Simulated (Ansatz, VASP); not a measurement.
## One calculation of TiB2, two programs

Contents of INCAR:

```
  PREC = Accurate
  ENCUT = 520
  EDIFF = 1E-7
  ISMEAR = -1
  SIGMA = 0.05
  LREAL = False
  LASPH = True
  NELM = 80
  ALGO = Normal
  ISIF = 2
  LWAVE = False
  LCHARG = False
  GGA = PE
  NBANDS = 16
```

Contents of KPOINTS:

```
regular mesh
0
Gamma
  10 10 8
```

File POSCAR:

```
TiB2
1.0
    3.0492615118      0.0000000000      0.0000000000
   -1.5246307559      2.6407379320      0.0000000000
    0.0000000000      0.0000000000      3.2497807555
Ti B
1 2
Direct
    0.0000000000      0.0000000000      0.0000000000
    0.6666666667      0.3333333333      0.5000000000
    0.3333333333      0.6666666667      0.5000000000
```

Contents of input.yaml:

```yaml
crystal:
  lattice:
    - [3.0492615118, 0.0, 0.0]
    - [-1.5246307559, 2.640737932, 0.0]
    - [0.0, 0.0, 3.2497807555]
  atoms:
    - { symbol: Ti, position: [0.0, 0.0, 0.0] }
    - { symbol: B, position: [0.6666666667, 0.3333333333, 0.5] }
    - { symbol: B, position: [0.3333333333, 0.6666666667, 0.5] }
hamiltonian:
  xc: pbe
  pseudopotentials: { kind: paw }
kpoints:
  mp_grid: { grid: [10, 10, 8] }
scf:
  occupations: { method: fermi_dirac, width: 0.05 }
output:
  forces: true
  stress: true
  eigenvalues: true
```

Change from the starting cell: volume scaled by 1.02.

Alike in both runs: task single point; functional PBE; k mesh 10 × 10 × 8; occupations fermi-dirac, width 0.05 eV; no spin polarisation.

|  | VASP | Ansatz |
| --- | --- | --- |
| version | VASP 6.6.1 | Ansatz 0.2.0 |
| potentials or method | VASP PAW PBE potentials, release 64 (Ti_sv, B) | Ansatz PAW |
| plane-wave cutoff (eV) | 520 | 420 |
| valence electrons in the cell | 18 | 18 |

```csv
,VASP,Ansatz,Ansatz less VASP
gap on the k mesh at the Fermi level (eV),none,none,-
pressure (GPa),-4.4,-4.6,-0.16
largest component of the traceless stress (GPa),0.42,0.40,-0.016
```

A gap of «none» marks a metal or a gap that the smearing closes. With one functional, cell and mesh, what is left measures potentials, basis and numerics.
